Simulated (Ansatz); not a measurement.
**TiO2 and the effect of the dispersion correction**

The cell as given:

```
Ti O
1.0
    -1.89210    1.89210    4.75730
     1.89210   -1.89210    4.75730
     1.89210    1.89210   -4.75730
Ti O
2 4
Direct
  0.75000 0.25000 0.50000
  0.00000 0.00000 0.00000
  0.79190 0.79190 0.00000
  0.54190 0.04190 0.50000
  0.95810 0.45810 0.50000
  0.20810 0.20810 0.00000
```

Kept alike: task relaxation of cell and atoms; functional PBE; k mesh 10 × 10 × 10; occupations fermi-dirac, width 0.05 eV; no spin polarisation. Program: Ansatz, Ansatz PAW, cutoff 420 eV. The mesh is that of the run's cell of 6 atoms. No spin-orbit coupling.

| dispersion correction | band gap (eV) | volume (Å³/atom) |
| --- | --- | --- |
| D3(BJ) | 2.122 | 11.441 |
| D3(BJ)-ATM | 2.124 | 11.468 |
| D4 | 2.142 | 11.450 |
| none | 2.135 | 11.664 |

Gaps hold for each row's own relaxed cell. The relaxations keep at least the cell's symmetry (I4_1/amd). Relaxations stop with a little pressure left, so the last digits of a volume or edge aren't settled. Ansatz's relaxations hold a Pulay term in the stress (up to 0.7 GPa here). A gap read on the mesh alone can miss an edge between its points.

The band gap runs from 2.122 (D3(BJ)) to 2.142 eV (D4). The volume runs from 11.441 (D3(BJ)) to 11.664 Å³/atom (none). Against no correction: D3(BJ) -1.9 %; D3(BJ)-ATM -1.7 %; D4 -1.8 %. Dispersion terms mostly attract and so lower the volume; the schemes' coefficients and damping set how far.
